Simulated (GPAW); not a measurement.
A calculation with GPAW 26.7.0 of Si3N4 (ASE script, structure typed inline):

File run.py:

```python
from ase import Atoms
from ase.dft.bandgap import bandgap
from ase.io import write
from ase.units import Bohr, GPa
from gpaw import GPAW, PW
from gpaw.elf import elf_from_dft_calculation

atoms = Atoms(['Si', 'Si', 'Si', 'N', 'N', 'N', 'N'],
              cell=[[4.13078, 0.0, 0.0],
                    [0.0, 4.13078, 0.0],
                    [0.0, 0.0, 4.13078]],
              scaled_positions=[[0.0, 0.0, 0.5],
                                [0.5, 0.0, 0.0],
                                [0.0, 0.5, 0.0],
                                [0.23952, 0.23952, 0.76048],
                                [0.76048, 0.76048, 0.76048],
                                [0.23952, 0.76048, 0.23952],
                                [0.76048, 0.23952, 0.23952]],
              pbc=True)

calc = GPAW(mode=PW(800),
            xc='PBE',
            kpts={'size': (7, 7, 7), 'gamma': True},
            occupations={'name': 'fermi-dirac', 'width': 0.05},
            nbands=31,
            convergence={'density': 1e-05, 'energy': 1e-05},
            maxiter=150,
            txt='gpaw.txt')
atoms.calc = calc
energy = atoms.get_potential_energy()
forces = atoms.get_forces()
stress = atoms.get_stress()
calc.write('gs.gpw')
write('result.traj', atoms)
print(f'Energy: {energy:.6f} eV')
print('Forces (eV/A):')
print(forces.round(4))
print('Stress (GPa):', (stress / GPa).round(3))
print('Fermi level:', round(calc.get_fermi_level(), 4), 'eV')
print(f'Gap: {bandgap(calc)[0]:.4f} eV, direct: {bandgap(calc, direct=True)[0]:.4f} eV')

# fields on the real-space grid
write('density.cube', atoms, data=calc.get_pseudo_density() * Bohr**3)
write('potential.cube', atoms, data=calc.get_electrostatic_potential())
write('elf.cube', atoms, data=elf_from_dft_calculation(calc).data)
```

Potentials or basis: GPAW PAW data sets (gpaw-data 1.2.1), pw.

The run is started by

```console
$ OMP_NUM_THREADS=1 python run.py
```

The cell was built by a generator and needn't be a form met in nature.

Question: Write the same calculation in another form: cli, structure from a POSCAR.

Answer: As run:

POSCAR

```
Si3N4
1.0
    4.1307800000      0.0000000000      0.0000000000
    0.0000000000      4.1307800000      0.0000000000
    0.0000000000      0.0000000000      4.1307800000
Si N
3 4
Direct
    0.0000000000      0.0000000000      0.5000000000
    0.5000000000      0.0000000000      0.0000000000
    0.0000000000      0.5000000000      0.0000000000
    0.2395200000      0.2395200000      0.7604800000
    0.7604800000      0.7604800000      0.7604800000
    0.2395200000      0.7604800000      0.2395200000
    0.7604800000      0.2395200000      0.2395200000
```

Potentials or basis: GPAW PAW data sets (gpaw-data 1.2.1), pw.

Run with:

```bash
$ OMP_NUM_THREADS=1 gpaw run POSCAR -p 'mode=PW(800),xc=PBE,kpts={size:(7,7,7),gamma:True},occupations={name:fermi-dirac,width:0.05},nbands=31,convergence={density:1e-05,energy:1e-05},maxiter=150,txt=gpaw.txt' --properties efs -w gs.gpw
```

Both were run:

|  | ASE script, structure typed inline | cli, structure from a POSCAR |
| --- | --- | --- |
| Pressure | 1.7 GPa | 1.7 GPa |
| Largest force | 0.132 eV/Å | 0.132 eV/Å |
| Band gap on the k mesh | 2.73 eV, indirect (least direct gap 2.92 eV) | 2.73 eV, indirect (least direct gap 2.92 eV) |

Keys that steer only the numerical path or the files written may differ.

Caveat: an odd mesh through Γ misses points on the zone boundary, where band edges often lie.
